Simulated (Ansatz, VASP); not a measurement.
SnSe in VASP and in Ansatz

Contents of INCAR:

```
PREC = Accurate ; ENCUT = 520
EDIFF = 1E-6 ; ISMEAR = 0
SIGMA = 0.02 ; LREAL = False
LASPH = True ; NELM = 80
ALGO = Normal ; ISIF = 2
LWAVE = False ; LCHARG = False
GGA = PE ; IVDW = 12
NBANDS = 17
```

Contents of KPOINTS:

```
Automatic mesh
0
Gamma
  10 10 10
```

The input POSCAR:

```
SnSe
1.0
    0.0000000000      2.8640892548      2.8640892548
    2.8640892548      0.0000000000      2.8640892548
    2.8640892548      2.8640892548      0.0000000000
Sn Se
1 1
Direct
    0.0000000000      0.0000000000      0.0000000000
    0.5000000000      0.5000000000      0.5000000000
```

Input for Ansatz:

```yaml
crystal:
  lattice:
    - [0.0, 2.8640892548, 2.8640892548]
    - [2.8640892548, 0.0, 2.8640892548]
    - [2.8640892548, 2.8640892548, 0.0]
  atoms:
    - { symbol: Sn, position: [0.0, 0.0, 0.0] }
    - { symbol: Se, position: [0.5, 0.5, 0.5] }
basis:
  ecutwfc: 420
kpoints:
  mp_grid: { grid: [10, 10, 10] }
hamiltonian:
  xc: pbe
  dispersion: d3bj
scf:
  occupations: { method: gaussian, width: 0.02 }
output:
  forces: true
  stress: true
  eigenvalues: true
```

Alike in both runs: task single point; functional PBE; dispersion D3(BJ); k mesh 10 × 10 × 10; occupations gaussian, width 0.02 eV; no spin polarisation.

|  | VASP | Ansatz |
| --- | --- | --- |
| version | VASP 6.6.1 | Ansatz 0.2.0 |
| potentials or method | VASP PAW PBE potentials, release 64 (Sn_d, Se) | scalar-relativistic, plane waves, PAW |
| plane-wave cutoff (eV) | 520 | 420 |
| valence electrons in the cell | 20 | 30 |

|  | VASP | Ansatz | Ansatz less VASP |
| --- | --- | --- | --- |
| gap on the k mesh at the Fermi level (eV) | 0.28 | 0.28 | +0.001 |
| least direct gap on the mesh (eV) | 0.56 | 0.56 | -0.002 |
| pressure (GPa) | 9.0 | 9.0 | -0.01 |

The two sets of potentials don't hold the same shells in valence.

Caveats: spin-orbit coupling is left out, which moves the levels of the heavy elements.
